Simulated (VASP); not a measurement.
# TiTe2 in VASP: a series of runs, part 2 of 2

VASP 6.6.1. The steps go on from the part before.

### 5 Single point, PBE

This run uses another cell than the first one, of 57.48 Å³/atom, 1.120 times its volume.

The input, INCAR:

```
SYSTEM = TiTe2
ALGO     = Normal         ! electronic algorithm
DIPOL    = 0.5 0.5 0.500
EDIFF    = 1E-7           ! SCF threshold, eV
ENCUT    = 520            ! plane-wave cutoff, eV
GGA      = PE             ! functional
IDIPOL   = 3            
ISIF     = 2              ! what is computed and relaxed
ISMEAR   = 0              ! smearing method
LASPH    = .True.         ! aspherical terms in the spheres
LCHARG   = .False.        ! write CHGCAR
LDIPOL   = .True.       
LREAL    = .False.        ! projectors in reciprocal space
LVACPOTAV= .True.       
LVHAR    = .True.       
LWAVE    = .False.        ! write WAVECAR
NBANDS   = 38             ! bands
NELM     = 120            ! most SCF steps
PREC     = Accurate       ! precision mode
SIGMA    = 0.05           ! smearing width, eV
```

The input, KPOINTS:

```
k-points
0
Gamma
  9 9 1
  0 0 0
```

The input, POSCAR:

```
TiTe2
1.0
    3.7770008876      0.0000000000      0.0000000000
   -1.8885004438      3.2709787188      0.0000000000
    0.0000000000      0.0000000000     27.9133488000
Te Ti
4 2
Direct
    0.3333333333      0.6666666666      0.3224263797
    0.6666666667      0.3333333334      0.4447817741
    0.3333333333      0.6666666666      0.5552182259
    0.6666666667      0.3333333334      0.6775736203
    0.0000000000      0.0000000000      0.3836040769
    0.0000000000      0.0000000000      0.6163959231
```

Potentials or basis: VASP PAW PBE potentials, release 64 (Te, Ti_sv).

Launch:

```console
> cat potpaw_PBE.64/Te/POTCAR potpaw_PBE.64/Ti_sv/POTCAR > POTCAR
> mpirun -np 1 vasp_std > vasp.out
```

OUTCAR:

```text
SYSTEM = TiTe2
   EDIFF = 1E-7
   ENCUT = 520
   GGA = PE
   ISIF = 2
   ISMEAR = 0
   LASPH = .True.
   LREAL = .False.
   NELM = 120
   PREC = Accurate

 Found     12 irreducible k-points:

 Following reciprocal coordinates:
            Coordinates               Weight
  0.000000  0.000000  0.000000      1.000000
  0.111111  0.000000  0.000000      6.000000
  0.222222 -0.000000  0.000000      6.000000
  0.333333  0.000000  0.000000      6.000000
  0.444444 -0.000000  0.000000      6.000000
  0.111111  0.111111  0.000000      6.000000
   k-points           NKPTS =     12   k-points in BZ     NKDIM =     12   number of bands    NBANDS=     38
   number of dos      NEDOS =    301   number of ions     NIONS =      6
   total plane-waves  NPLWV = 164640
   dimension x,y,z NGX =    28 NGY =   28 NGZ =  210
   dimension x,y,z NGXF=    56 NGYF=   56 NGZF=  420
   ions per type =               4   2
   NGX,Y,Z   is equivalent  to a cutoff of  12.32, 12.32, 12.51 a.u.
   NGXF,Y,Z  is equivalent  to a cutoff of  24.65, 24.65, 25.01 a.u.
 SYSTEM =  TiTe2
   PREC   = accura    normal or accurate (medium, high low for compatibility)
   ISTART =      0    job   : 0-new  1-cont  2-samecut
   ICHARG =      2    charge: 1-file 2-atom 10-const
   ISPIN  =      1    spin polarized calculation?
   LNONCOLLINEAR =      F non collinear calculations
   LSORBIT =      F    spin-orbit coupling
   LASPH  =      T    aspherical Exc in radial PAW
   ENCUT  =  520.0 eV  38.22 Ry    6.18 a.u.   7.02  7.02 51.90*2*pi/ulx,y,z
   NELM   =    120;   NELMIN=  2; NELMDL= -5     # of ELM steps
   EDIFF  = 0.1E-06   stopping-criterion for ELM
   LREAL  =      F    real-space projection
   EDIFFG = 0.1E-05   stopping-criterion for IOM
   NSW    =      0    number of steps for IOM
   IBRION =     -1    ionic relax: 0-MD 1-quasi-New 2-CG
   NFREE  =      0    steps in history (QN), initial steepest desc. (CG)
   ISIF   =      2    stress and relaxation
   ISYM   =      2    0-nonsym 1-usesym 2-fastsym
   POTIM  = 0.5000    time-step for ionic-motion
   TEBEG  =    0.0;   TEEND  =   0.0 temperature during run
   PSTRESS=    0.0 pullay stress
   NELECT =      48.0000    total number of electrons
   NUPDOWN=      -1.0000    fix difference up-down
   EMIN   =  10.00;   EMAX   =-10.00  energy-range for DOS
   EFERMI =   0.00;   METHOD = LEGACY
   ISMEAR =     0;   SIGMA  =   0.05  broadening in eV -4-tet -1-fermi 0-gaus
[... 19 lines left out ...]
 maximum number of plane-waves:      9331
 NGX is ok and might be reduce to    28
   NGX = 13   NGY = 13   NGZ =103

 dipolmoment           0.000000      0.000000     -0.000000 electrons x Angstroem

 number of electron      47.9999984 magnetization

 dipolmoment           0.000000      0.000000      0.000000 electrons x Angstroem

 Free energy of the ion-electron system (eV)
  ---------------------------------------------------
  ext. energy  EPLUGINS =         0.00000000
  ---------------------------------------------------
  free energy    TOTEN  =       -32.37136237 eV

  energy without entropy =      -32.36548595  energy(sigma->0) =      -32.36842416

 E-fermi :   0.5044     XC(G=0):  -5.0104

 val. band max:        0.4923850836   @ k =   0.3333   0.0000   0.0000
 cond. band min:       0.5299591878   @ k =   0.4444  -0.0000   0.0000
 fundamental gap:      0.0375741043
 Fermi energy:         0.5043982705

 k-point     1 :       0.0000    0.0000    0.0000
  band No.  band energies     occupation
      1     -56.9840      2.00000
      2     -56.9840      2.00000
      3     -33.2360      2.00000
      4     -33.2360      2.00000
      5     -33.2359      2.00000
      6     -33.2359      2.00000
[... 223 lines left out ...]
     35       5.4319      0.00000
     36       5.4847      0.00000

 [... further k-points ...]

 [bands above 36 left out]

------------------------ aborting loop because EDIFF is reached ----------------------------------------

  FORCE on cell =-STRESS in cart. coord.  units (eV):
  Direction    XX          YY          ZZ          XY          YZ          ZX
  --------------------------------------------------------------------------------------
  -------------------------------------------------------------------------------------
  Total        0.3158117      0.3158117      1.7731909      0.0000000      0.0000000     -0.0000000
  in kB        1.4672432      1.4672432      8.2381430      0.0000000      0.0000000     -0.0000000
  external PRESSURE =       3.7242098 kB  Pullay stress =       0.0000000 kB

 VOLUME and BASIS-vectors are now :
 -----------------------------------------------------------------------------
  energy-cutoff  :      520.00
  volume of cell :      344.86
      direct lattice vectors                 reciprocal lattice vectors
     3.777000888  0.000000000  0.000000000     0.264760330  0.152859448  0.000000000
    -1.888500444  3.270978719  0.000000000     0.000000000  0.305718895  0.000000000
     0.000000000  0.000000000 27.913348800     0.000000000  0.000000000  0.035825153

 POSITION                                       TOTAL-FORCE (eV/Angst)
 -----------------------------------------------------------------------------------
     -0.00000      2.18065      9.00000         0.000000      0.000000     -0.267471
      1.88850      1.09033     12.41535         0.000000      0.000000      0.021306
     -0.00000      2.18065     15.49800        -0.000000      0.000000     -0.021306
      1.88850      1.09033     18.91335        -0.000000      0.000000      0.267471
      0.00000      0.00000     10.70767        -0.000000     -0.000000      0.122871
      0.00000      0.00000     17.20567        -0.000000     -0.000000     -0.122871
 -----------------------------------------------------------------------------------
    total drift:                               -0.000000     -0.000000      0.000000

  FREE ENERGIE OF THE ION-ELECTRON SYSTEM (eV)
  ---------------------------------------------------
  free  energy   TOTEN  =       -32.3713623667 eV

  energy  without entropy=      -32.3654859485  energy(sigma->0) =      -32.36842416

 vacuum level on the upper side and lower side of the slab         5.444         5.444
```

stdout:

```text
POSCAR found type information on POSCAR TeTi
 POSCAR found :  2 types and       6 ions
 scaLAPACK will be used
 LDA part: xc-table for (Slater+PW92), standard interpolation
 POSCAR, INCAR and KPOINTS ok, starting setup
 FFT: planning ... GRIDC
 FFT: planning ... GRID_SOFT
 FFT: planning ... GRID
 WAVECAR not read
 entering main loop
 -----------------------------------------------------------------------------
|                                                                             |
|           W    W    AA    RRRRR   N    N  II  N    N   GGGG   !!!           |
|           W    W   A  A   R    R  NN   N  II  NN   N  G    G  !!!           |
|           W    W  A    A  R    R  N N  N  II  N N  N  G       !!!           |
|           W WW W  AAAAAA  RRRRR   N  N N  II  N  N N  G  GGG   !            |
|           WW  WW  A    A  R   R   N   NN  II  N   NN  G    G                |
|           W    W  A    A  R    R  N    N  II  N    N   GGGG   !!!           |
|                                                                             |
|     Did not find any points to average over, which means that no vacuum     |
|     field-free region was found. Please increase the size of  your cell     |
|     in the dimension of the dipole correction to obtain accurate            |
|     workfunction values.                                                    |
|                                                                             |
 -----------------------------------------------------------------------------
```

Run time: 3.4 min. Hardware: 1 thread of AMD EPYC 9R45 (Zen 5), shared host; peak memory 0.43 GiB.

These settings aren't checked as converged: the numbers below hold their error.

What came out:

```
Free energy                     : -32.3714 eV
Largest force                   : 0.267 eV/Å
Band gap on the k mesh          : none (metal or under the smearing width)
Work function of the upper face : 4.94 eV
Work function of the lower face : 4.94 eV
```

### 6 Single point, PBE

This run uses another cell than the first one, of 28.65 Å³/atom, 0.558 times its volume.

INCAR, as its differences from that of step 5:

```diff
@@ -4,3 +4,3 @@
 EDIFF    = 1E-7           ! SCF threshold, eV
-ENCUT    = 520            ! plane-wave cutoff, eV
+ENCUT    = 460            ! plane-wave cutoff, eV
 GGA      = PE             ! functional
```

The input, KPOINTS:

```
k-points
0
Gamma
  5 5 1
  0 0 0
```

The input, POSCAR:

```
TiTe2
1.0
    3.7770008876      0.0000000000      0.0000000000
   -1.8885004438      3.2709787188      0.0000000000
    0.0000000000      0.0000000000     13.9133488000
Te Ti
4 2
Direct
    0.3333333333      0.6666666666      0.1437468455
    0.6666666667      0.3333333334      0.3892196536
    0.3333333333      0.6666666666      0.6107803464
    0.6666666667      0.3333333334      0.8562531545
    0.0000000000      0.0000000000      0.2664832495
    0.0000000000      0.0000000000      0.7335167505
```

Potentials or basis: VASP PAW PBE potentials, release 64 (Te, Ti_sv).

Launch:

```console
> cat potpaw_PBE.64/Te/POTCAR potpaw_PBE.64/Ti_sv/POTCAR > POTCAR
> mpirun -np 1 vasp_std > vasp.out
```

Run time: 33 s. Hardware: 1 thread of AMD EPYC 9R45 (Zen 5), shared host; peak memory 0.22 GiB.

These settings aren't checked as converged: the numbers below hold their error.

What came out:

```
Free energy            : -32.3225 eV
Largest force          : 0.178 eV/Å
Band gap on the k mesh : none (metal or under the smearing width)
```

Caveat: the k mesh is coarse (spacing up to 0.38 Å⁻¹), so the values aren't converged.
